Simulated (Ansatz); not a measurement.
# Mo2NOS MXene monolayer in a perpendicular field, part 2 of 2

Aim: how the Mo2NOS MXene monolayer screens a field along its normal, and what the field does to its bands. A positive field points along +c.

Ansatz 0.2.0; plane-wave DFT, PBE-D3(BJ), Ansatz PAW.

So far. Step 2 (Relaxation): The lattice constant a goes from 2.953 to 2.949 Å.

## 3. Single point, field 0

A sawtooth potential applies the field, turning back in the middle of the vacuum. With the dipole correction the typed value is the field outside the slab. The induced dipole is small, so the SCF threshold is tight.

The cell differs from the one that the last finished run ended in (c 41.401 → 23.562 Å).

input.yaml

```yaml
crystal:
  lattice:
    - [2.9486475444, 0.0, 0.0]
    - [-1.4743237722, 2.5536036802, 0.0]
    - [0.0, 0.0, 23.56201552]
  atoms:
    - { symbol: S, position: [0.3333333333, 0.6666666667, 0.3819707186] }
    - { symbol: Mo, position: [0.6666666667, 0.3333333333, 0.4519437286] }
    - { symbol: "N", position: [0.0, 0.0, 0.513613858] }
    - { symbol: Mo, position: [0.3333333333, 0.6666666667, 0.5691583816] }
    - { symbol: O, position: [0.6666666667, 0.3333333333, 0.6180292814] }
kpoints:
  mp_grid: { grid: [18, 18, 1] }
  band_path:
    path: [[0, 0, 0], [0.5, 0, 0], [0.33333333, 0.33333333, 0], [0, 0, 0]]
    npoints: 16
hamiltonian:
  xc: pbe
  dispersion: d3bj
scf:
  occupations: { method: fermi_dirac, width: 0.02585 }
  convergence: { dr2_threshold: 1.0e-10 }
efield:
  axis: 3
  dipole_correction: true
  ramp_position: 0.97
  ramp_width: 0.06
  amplitude: 0
output:
  dos: { projected: true, e_range: [-6, 5] }
  write_potential: true
  write_density: true
  volumetric_format: npy
  elf: true
```

On the command line:

```sh
> ansatz run input.yaml --threads 2 --pin off --max-ram 3072MiB --backend cpu --events-out ev --progress --plain --runs-dir out
```

Numbers of over 12 decimals in the logs are rounded to 6 here.

The log of the run:

```text
[...]
Crystal: 5 atoms, lattice volume = 177.414 Å³
Basis set: ecut = 420 eV, 3391 PW (Γ)
Bands: 28, of which v1, the nominal top of the filled ones, is band 23 counted from 1 (22 counted from 0)
Symmetry: 6 space group operations
[...]
k-points: 37 of 324 (time reversal used)
[...]
SCF iter   1: F=—  HF=-11768.009935 eV  |F-HF|=—  |Δ(HF+E_count)|=         —  Δρ=3.90e-3  dr2=2.20e-2  ethr=1.77e-3  p=-0.044 e·Å  D=-4.48e-2 V/Å  ΔV_dip=1.06 eV  dr2_dipole=4.48e-4  V_vac-E_F(+/−)=6.53/5.47 eV  ⟨swp⟩=10.8  Hψ=6652  notcnv=0
efield: sawtooth ramp at fractional position 0.9700 (set: `efield.ramp_position`, or a place that a band, a saddle search or an elastic batch's reference lends), width 0.0600; the density the first Hamiltonian is built on has a dipole p = -0.044 e·Å; the dipole correction subtracts the counter field D = -4.48e-2 V/Å, which shifts the + side's vacuum level by +1.06 eV against the − side's; the planar-averaged density in the ramp window peaks in size at 1.4e-5 e/Å³
[...]
SCF iter   2: F=—  HF=-11768.011203 eV  |F-HF|=—  |Δ(HF+E_count)|=   1.27e-3  Δρ=2.01e-3  dr2=1.27e-2  ethr=4.90e-5  p=-0.060 e·Å  D=-6.14e-2 V/Å  ΔV_dip=1.45 eV  dr2_dipole=7.22e-4  V_vac-E_F(+/−)=6.34/4.90 eV  ⟨swp⟩=3.8  Hψ=2687  notcnv=0  defer=18
[...]
SCF iter   9: F=-11768.007724 eV  HF=-11768.007724 eV  |F-HF|=1.53e-10  |Δ(HF+E_count)|=   1.23e-9  Δρ=1.85e-7  dr2=8.41e-11  ethr=1.00e-12  p=-0.053 e·Å  D=-5.45e-2 V/Å  ΔV_dip=1.28 eV  dr2_dipole=4.51e-13  V_vac-E_F(+/−)=6.33/5.04 eV  ⟨swp⟩=5.5  Hψ=4420  notcnv=0
SCF 1 converged in 9 iterations: F = -11768.007724 eV  dr2 = 8.41e-11
[...]
NSCF: frozen V_eff on 49 k-points
efield: sawtooth ramp at fractional position 0.9700 (kept from the solve that this one continues, or follows in the run), width 0.0600; the density the first Hamiltonian is built on has a dipole p = -0.053 e·Å; the dipole correction subtracts the counter field D = -5.45e-2 V/Å, which shifts the + side's vacuum level by +1.28 eV against the − side's; the planar-averaged density in the ramp window peaks in size at 4.0e-6 e/Å³
[...]
SCF converged after 9 iterations
Free energy (F): -11768.007724 eV
[...]
Internal energy: -11768.000206 eV  (E = F + TS)
E sigma→0 (E₀):  -11768.003965 eV
Entropy (-TS):   -0.007518 eV (-1.504 meV/atom)
Fermi energy:    1.591758 eV
Dipole field:    D = -0.054507 V/Å  (p = -0.053442 e·Å, saw-weighted, corrected)
Work function:   Φ+ = 6.3282 eV   Φ− = 5.0439 eV
Levels:          The Fermi level and band energies are counted from a zero that moves with the ramp; work functions are not
[...]
--- Band table (eV; the first three rows and the last of 37) ---
  k-point 0: bands = [... 19 lower, 0.0232, 0.0232, 0.7204, 0.7204, 1.4378, 1.4378, 2.0412, 4.0940, ... 1 higher]
  k-point 1: bands = [... 19 lower, -0.1589, -0.0768, 0.8749, 0.9468, 1.3929, 1.4428, 2.0758, 3.9794, ... 1 higher]
  k-point 2: bands = [... 19 lower, -0.3858, -0.0997, 0.9528, 1.1574, 1.4016, 1.6416, 2.1849, 3.7877, ... 1 higher]
  k-point 36: bands = [... 19 lower, -2.4116, 1.1642, 1.7574, 2.0770, 2.3959, 2.4344, 2.9829, 4.3516, ... 1 higher]
```

Wall time 10 s (2 threads of AMD EPYC 9R14 (Zen 4), shared host); peak memory 0.56 GiB.

This step gave:

```
energy at zero smearing        : -11768.0040 eV
work function, upper face      : 6.328 eV
work function, lower face      : 5.044 eV
dipole along the normal        : -0.05344 e·Å
step between the vacuum levels : 1.284 eV
```

Running mean over a fixed 2.5 Å (it still follows the layers) of the planar mean; the ramp of the sawtooth is left out. Table of electron's electrostatic potential energy less the Fermi level by z:

| z (Å) | electron's electrostatic potential energy less the Fermi level (eV) |
| --- | --- |
| 3.0 | 5.04 |
| 3.5 | 5.04 |
| 4.0 | 5.04 |
| 4.5 | 5.04 |
| 5.0 | 5.04 |
| 5.5 | 5.04 |
| 6.0 | 5.01 |
| 6.5 | 4.89 |
| 7.0 | 4.31 |
| 7.5 | 2.21 |
| 8.0 | -0.823 |
| 8.5 | -3.47 |
| 9.0 | -6.59 |
| 9.5 | -11.3 |
| 10.0 | -13.7 |
| 10.5 | -13.3 |
| 11.0 | -13.4 |
| 11.5 | -13.2 |
| 12.0 | -12.4 |
| 12.5 | -13.3 |
| 13.0 | -14.5 |
| 13.5 | -14.2 |
| 14.0 | -12.4 |
| 14.5 | -7.82 |
| 15.0 | -2.13 |
| 15.5 | 1.97 |
| 16.0 | 4.80 |
| 16.5 | 6.11 |
| 17.0 | 6.29 |
| 17.5 | 6.32 |
| 18.0 | 6.33 |
| 18.5 | 6.33 |
| 19.0 | 6.33 |
| 19.5 | 6.33 |
| 20.0 | 6.33 |
| 20.5 | 6.33 |

The density of states has structure finer than the step of the table below, so its rows give means over 0.2 eV, whole bins alone (the curve runs from -6 to 1.99 eV). Peaks (eV: height): -5.53: 8.53, -4.95: 9.42, -4.84: 12.5, -4.54: 5.99, -4.35: 7.32, -0.65: 7.79, 1.64: 6.66.

Density of states against energy, zero at the Fermi level; means over each step:

| energy (eV) | density of states (states/eV a cell) |
| --- | --- |
| -5.8 | 3.42 |
| -5.6 | 4.97 |
| -5.4 | 3.47 |
| -5.2 | 0.833 |
| -5.0 | 3.66 |
| -4.8 | 5.42 |
| -4.6 | 3.98 |
| -4.4 | 4.94 |
| -4.2 | 4.20 |
| -4.0 | 2.67 |
| -3.8 | 2.46 |
| -3.6 | 3.50 |
| -3.4 | 1.87 |
| -3.2 | 1.37 |
| -3.0 | 1.78 |
| -2.8 | 1.96 |
| -2.6 | 1.21 |
| -2.4 | 1.02 |
| -2.2 | 1.87 |
| -2.0 | 2.60 |
| -1.8 | 2.02 |
| -1.6 | 2.52 |
| -1.4 | 1.16 |
| -1.2 | 1.40 |
| -1.0 | 1.90 |
| -0.8 | 3.89 |
| -0.6 | 3.47 |
| -0.4 | 2.46 |
| -0.2 | 2.07 |
| 0.0 | 2.99 |
| 0.2 | 2.62 |
| 0.4 | 2.87 |
| 0.6 | 2.85 |
| 0.8 | 3.19 |
| 1.0 | 3.24 |
| 1.2 | 3.22 |
| 1.4 | 3.42 |
| 1.6 | 4.43 |
| 1.8 | 2.74 |

Projected DOS per atom over height of the atomic layer and energy from the Fermi level. Layers: S Mo N Mo O from below.

Ten even steps from '0' (0.04 states/eV) to '9' (2.01 states/eV), each cell a mean:
```
07050
05090
04170
04160
04160
05150
03040
15181
01030
13000
24111
43000
22000
42000
31000
41204
22205
44219
32139
11113
44424
23554
```
Columns: height of the atomic layer (Å) from 9 to 14.6 (not evenly spaced); rows upwards: energy from the Fermi level (eV) from -5.96 to 1.96.

Electronic bands along the path, in eV, zero at the Fermi level:

| point | band 19 | band 20 | band 21 | band 22 | band 23 | band 24 | band 25 | band 26 |
| --- | --- | --- | --- | --- | --- | --- | --- | --- |
| Γ | -1.90 | -1.57 | -1.57 | -0.87 | -0.87 | -0.15 | -0.15 | 0.45 |
| halfway | -3.35 | -2.16 | -2.14 | -0.70 | -0.07 | 0.09 | 1.06 | 1.07 |
| M | -3.47 | -2.83 | -2.16 | -1.24 | 1.49 | 1.77 | 2.15 | 2.28 |
| halfway | -4.12 | -3.37 | -1.44 | -0.54 | 0.86 | 1.35 | 1.56 | 1.86 |
| K | -4.45 | -4.00 | -0.43 | 0.17 | 0.49 | 0.80 | 0.84 | 1.39 |
| halfway | -3.87 | -2.73 | -1.32 | -0.93 | -0.08 | 0.22 | 1.16 | 1.61 |
| Γ | -1.90 | -1.57 | -1.57 | -0.87 | -0.87 | -0.15 | -0.15 | 0.45 |

ELF in the ca plane at fractional y = 0.333, with atoms of Mo and O within 0.2 Å of it. It is the smooth field of the valence electrons, not physical close to the nuclei.

Ten even steps from '0' (0.00) to '9' (0.84), each cell a mean:
```
00000000000013466435763232212489863100000000
00000000000000122258786211114888985200000000
00000000000000011268477211125865996200000000
00000000000001123258785211113788985200000000
00000000000024567535652243222378752000000000
00000000000257898742222574233223210000000000
00000000001368999863324785235310000000000000
00000000000247888742222564233224310000000000
```
Columns run along c (16.0 Å, from fractional 0.14 to 0.82 of the cell), rows up along a (2.9 Å). Atoms in or near the plane, at fractional coordinates: Mo at (0.45, 0.67), O at (0.62, 0.67).

Valence density in the ca plane at fractional y = 0.333, with atoms of Mo and O within 0.2 Å of it. It is the smooth field of the valence electrons, not physical close to the nuclei.

Ten steps, logarithmic in the rise over the least value, from '0' (0.0 e/Å³) to '9' (6.9 e/Å³), each cell a mean:
```
00000012344578753333345664200000000000000000
00000011234799974222346897410000000000000000
00000011234799974222347998410000000000000000
00000012234689864222346886310000000000000000
00000013344567643333444554200000000000000000
00000123444444434444554332100000000000000000
00000124554433334555664321000000000000000000
00000123444444434444554332100000000000000000
```
Columns run along c (16.0 Å, from fractional 0.25 to 0.93 of the cell), rows up along a (2.9 Å). Atoms in or near the plane, at fractional coordinates: Mo at (0.45, 0.67), O at (0.62, 0.67).

Electrostatic potential energy in the ca plane at fractional y = 0.333, with atoms of Mo and O within 0.2 Å of it. With pseudopotentials it is smooth inside the atoms' cores, unlike the true potential.

Ten even steps from '0' (-52 eV) to '9' (8 eV), each cell a mean:
```
99999999999999999998886312588887787689999999
99999999999999999999984000278988872148999999
99999999999999999999972000168988861028999999
99999999999999999999984000278888873249999999
99999999999999999998887423688887777789999999
99999999999999999987788777888875568999999999
99999999999999999987678888888865468999999999
99999999999999999987788777888876568999999999
```
Columns run along c (16.0 Å, from fractional 0.08 to 0.76 of the cell; values clipped at the 3rd and 97th percentile), rows up along a (2.9 Å). Atoms in or near the plane, at fractional coordinates: Mo at (0.45, 0.67), O at (0.62, 0.67).

The work function of the upper face is 6.33 eV.

## 4. Single point, field 0.1 V/Å

input.yaml, as its differences from that of step 3:

```diff
@@ -27,5 +27,4 @@
   ramp_width: 0.06
-  amplitude: 0
+  amplitude: 0.1
 output:
-  dos: { projected: true, e_range: [-6, 5] }
   write_potential: true
@@ -33,2 +32 @@
   volumetric_format: npy
-  elf: true
```

The log of the run:

```text
[...]
Crystal: 5 atoms, lattice volume = 177.414 Å³
Basis set: ecut = 420 eV, 3391 PW (Γ)
Bands: 28, of which v1, the nominal top of the filled ones, is band 23 counted from 1 (22 counted from 0)
Symmetry: 6 space group operations
[...]
k-points: 37 of 324 (time reversal used)
[...]
k-point 0: bands = [... 19 lower, 0.0050, 0.0050, 0.7011, 0.7011, 1.4182, 1.4182, 2.0265, 4.0727, ... 1 higher]
  k-point 1: bands = [... 19 lower, -0.1780, -0.0970, 0.8564, 0.9282, 1.3731, 1.4231, 2.0611, 3.9577, ... 1 higher]
  k-point 2: bands = [... 19 lower, -0.4061, -0.1218, 0.9345, 1.1389, 1.3824, 1.6225, 2.1698, 3.7656, ... 1 higher]
  k-point 36: bands = [... 19 lower, -2.4404, 1.1448, 1.7359, 2.0600, 2.3746, 2.4185, 2.9616, 4.3302, ... 1 higher]
[key lines of the parts left out:]
SCF converged after 13 iterations
Free energy (F): -11768.003864 eV
Fermi energy:    1.573498 eV
Dipole field:    D = -0.024231 V/Å  (p = -0.023758 e·Å, saw-weighted, corrected)
```

Run time: 12 s. Hardware: 2 threads; peak memory 0.54 GiB.

The dipole is -0.0238 e·Å, 0.0297 e·Å from its value without field.

## 5. Atoms held, field -0.1 V/Å

input.yaml, as its differences from that of step 4:

```diff
@@ -27,3 +27,3 @@
   ramp_width: 0.06
-  amplitude: 0.1
+  amplitude: -0.1
 output:
```

The log of the run:

```text
[...]
Crystal: 5 atoms, lattice volume = 177.414 Å³
Basis set: ecut = 420 eV, 3391 PW (Γ)
Bands: 28, of which v1, the nominal top of the filled ones, is band 23 counted from 1 (22 counted from 0)
Symmetry: 6 space group operations
[...]
k-points: 37 of 324 (time reversal used)
[...]
k-point 0: bands = [... 19 lower, 0.0408, 0.0408, 0.7390, 0.7390, 1.4570, 1.4570, 2.0553, 4.1148, ... 1 higher]
  k-point 1: bands = [... 19 lower, -0.1404, -0.0571, 0.8928, 0.9647, 1.4122, 1.4620, 2.0899, 4.0005, ... 1 higher]
  k-point 2: bands = [... 19 lower, -0.3661, -0.0781, 0.9705, 1.1754, 1.4202, 1.6601, 2.1994, 3.8091, ... 1 higher]
  k-point 36: bands = [... 19 lower, -2.3833, 1.1830, 1.7784, 2.0934, 2.4166, 2.4497, 3.0037, 4.3724, ... 1 higher]
[key lines of the parts left out:]
SCF converged after 13 iterations
Free energy (F): -11768.014551 eV
Fermi energy:    1.609444 eV
Dipole field:    D = -0.084750 V/Å  (p = -0.083094 e·Å, saw-weighted, corrected)
```

Run time: 12 s. Hardware: 2 threads; peak memory 0.54 GiB.

The dipole is -0.0831 e·Å, -0.0297 e·Å from its value without field.

## 6. Response, atoms held

This step: plane-wave DFT, PBE-D3(BJ), Ansatz PAW; response to a field along the normal, atoms held (Ansatz 0.2.0).

The dipoles give the slope, and the difference of two potentials shows where the field is screened.

This step gave:

```yaml
equivalent_conductor_thickness_p_eps_0ae: 7.130 Å
distance_between_the_outer_atoms: 5.562 Å
```

Table of dipole of the cell by applied field:

| applied field (V/Å) | dipole of the cell (e·Å) |
| --- | --- |
| -0.1000 | -0.0831 |
| 0.0000 | -0.0534 |
| 0.1000 | -0.0238 |

Local field over the applied field, running mean. From the potentials at -0.1 and 0.1 V/Å; running mean over 2.5 Å. Local field over applied field against z:

| z (Å) | local field over applied field |
| --- | --- |
| 4.5 | 0.999 |
| 5.0 | 0.996 |
| 5.5 | 0.989 |
| 6.0 | 0.968 |
| 6.5 | 0.916 |
| 7.0 | 0.808 |
| 7.5 | 0.650 |
| 8.0 | 0.473 |
| 8.5 | 0.293 |
| 9.0 | 0.153 |
| 9.5 | 0.0724 |
| 10.0 | 0.0300 |
| 10.5 | 0.0150 |
| 11.0 | 0.0152 |
| 11.5 | 0.00799 |
| 12.0 | 4.7e-4 |
| 12.5 | 0.0119 |
| 13.0 | 0.0266 |
| 13.5 | 0.0674 |
| 14.0 | 0.151 |
| 14.5 | 0.294 |
| 15.0 | 0.467 |
| 15.5 | 0.647 |
| 16.0 | 0.805 |
| 16.5 | 0.921 |
| 17.0 | 0.974 |
| 17.5 | 0.993 |
| 18.0 | 0.998 |
| 18.5 | 0.999 |
| 19.0 | 1.000 |

Electrons, planar mean, per unit field. The induced electron density by z:

| z (Å) | induced electron density (e/Å³ per V/Å) |
| --- | --- |
| 4.5 | 4.7e-6 |
| 5.0 | 1.5e-5 |
| 5.5 | 4.9e-5 |
| 6.0 | 1.5e-4 |
| 6.5 | 4.1e-4 |
| 7.0 | 0.00109 |
| 7.5 | 0.00247 |
| 8.0 | 0.00363 |
| 8.5 | 0.00185 |
| 9.0 | 0.00120 |
| 9.5 | 2.5e-4 |
| 10.0 | -0.00104 |
| 10.5 | 0.00103 |
| 11.0 | -7.2e-5 |
| 11.5 | -2.5e-5 |
| 12.0 | -4.4e-5 |
| 12.5 | -6.6e-5 |
| 13.0 | -5.1e-5 |
| 13.5 | -4.9e-4 |
| 14.0 | -5.5e-4 |
| 14.5 | -0.00165 |
| 15.0 | -0.00367 |
| 15.5 | -0.00292 |
| 16.0 | -0.00111 |
| 16.5 | -3.4e-4 |
| 17.0 | -1.0e-4 |
| 17.5 | -2.7e-5 |
| 18.0 | -7.3e-6 |
| 18.5 | -2.0e-6 |
| 19.0 | -5.6e-7 |

By hand: between -0.1 and 0.1 V/Å the dipole changes by 0.05934 e·Å, a slope of 0.2967 e·Å²/V. A perfect conductor of thickness t has p = ε₀AEt, so t = 180.95 × 0.2967 / 7.530 = 7.13 Å (e/ε₀ = 180.95 V·Å, A in Å²).

The induced dipole is that of a conductor 7.13 Å thick.

## 7. Outcome

* gap without field: none
* work function, upper face: 6.33 eV
* step between the vacuum levels: 1.28 eV
* equivalent conductor thickness, atoms held: 7.13 Å

**Reading.** The induced dipole equals that of a perfect conductor 7.13 Å thick, while the outer atoms lie 5.56 Å apart. The two faces differ: the vacuum level above lies 1.28 eV higher than the one below. There is no gap over 0.03 eV, with or without the field. The first relaxation ran with spin and lost its moment, and the later runs have none; other magnetic states were not tried. Spin-orbit coupling is left out, which matters for the bands of elements this heavy. The MXene's terminations sit over the metal atoms of its far layer; the site over carbon or nitrogen, which some compounds prefer, was not run.

[Logs are printed without paths, hosts, clocks, repeated set-up lines and the standing remarks that a program may print on its own settings, such as how far it seeks lower states.]

[Hosts, paths, dates, database ids (printed as entryN), source tags and the programs' standing remarks are cut or masked in the printed files.]

[Maps of the electrostatic potential energy from Ansatz leave out the sawtooth potential of an applied field or a dipole correction, so their vacuum need not be flat; planar profiles and work functions include it.]

[The density of states shown here was stored with 400 of the rows of the run's finer table, so its peaks can read low, often by over a quarter, or be missed, and its means over a window can be off by a tenth or more.]
